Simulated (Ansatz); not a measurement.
## Ir in Ansatz: the effect of functional

Ir:

```
CELL_PARAMETERS angstrom
0.00000 1.92829 1.92829
1.92829 0.00000 1.92829
1.92829 1.92829 0.00000
ATOMIC_POSITIONS crystal
Ir 0.00000 0.00000 0.00000
```

The cell isn't the ideal one: volume scaled by 1.02.

Alike in all runs:

```yaml
Program: Ansatz 0.2.0
Task: single point
Potentials_or_basis: Ansatz PAW
k_mesh: 12 × 12 × 12
Occupations: fermi-dirac, width 0.05 eV
Spin: no spin polarisation
```

```csv
functional,cutoff,pressure (GPa)
LDA,420 eV (not typed: the program's choice for these potentials),-13.6
r2SCAN,500 eV (not typed: the program's choice for these potentials),?
PBE,420 eV (not typed: the program's choice for these potentials),3.5
```

Question: What does the run with functional r2SCAN give?

Answer: Pressure -4.0 GPa.

Caveats: the PAW data sets come from PBE, with cores solved anew for the run's functional, which leaves a small shift of forces and pressure (some runs).
